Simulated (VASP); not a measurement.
Wanted: the native input for a VASP 6.6.1 run.

* Task: single point
* Functional: PBE
* Potentials or basis: VASP PAW PBE potentials, release 64 (Ga_d, N)
* Cutoff: 520 eV
* k mesh: 6 × 6 × 4
* Occupations: gaussian, width 0.01 eV
* Spin: no spin polarisation
* Dipole correction: no
* Further INCAR settings: ALGO = Fast; EDIFF = 1e-06; NBANDS = 26

The structure of GaN lies in POSCAR:

```
GaN
1.0
    3.3000346593      0.0000000000      0.0000000000
   -1.6500173297      2.8579138483      0.0000000000
    0.0000000000      0.0000000000      4.7558752947
Ga N
2 2
Direct
    0.3333333333      0.6666666667      0.2500000000
    0.6666666667      0.3333333333      0.7500000000
    0.6666666667      0.3333333333      0.2500000000
    0.3333333333      0.6666666667      0.7500000000
```

The cell was built by a generator and needn't be a form met in nature.

One way to write it, as run:

INCAR

```
SYSTEM = GaN
  PREC = Accurate
  ENCUT = 520
  EDIFF = 1E-6
  ISMEAR = 0
  SIGMA = 0.01
  LREAL = .False.
  LASPH = .True.
  NELM = 100
  ALGO = Fast
  ISIF = 2
  LWAVE = .False.
  LCHARG = .False.
  GGA = PE
  NBANDS = 26
```

KPOINTS

```
Automatic mesh
0
Gamma
  6 6 4
  0 0 0
```

Potentials or basis: VASP PAW PBE potentials, release 64 (Ga_d, N).

Run with:

```sh
$ cat potpaw_PBE.64/Ga_d/POTCAR potpaw_PBE.64/N/POTCAR > POTCAR
$ mpirun -np 1 vasp_std > vasp.out
```

Results of the run:

| Property | Result |
| --- | --- |
| Pressure | 6.3 GPa |
| Band gap on the k mesh | 1.46 eV, direct |

Wall time 14 s on 1 thread of Intel(R) Xeon(R) 6975P-C (Granite Rapids), on a shared host, peak memory 0.17 GiB.
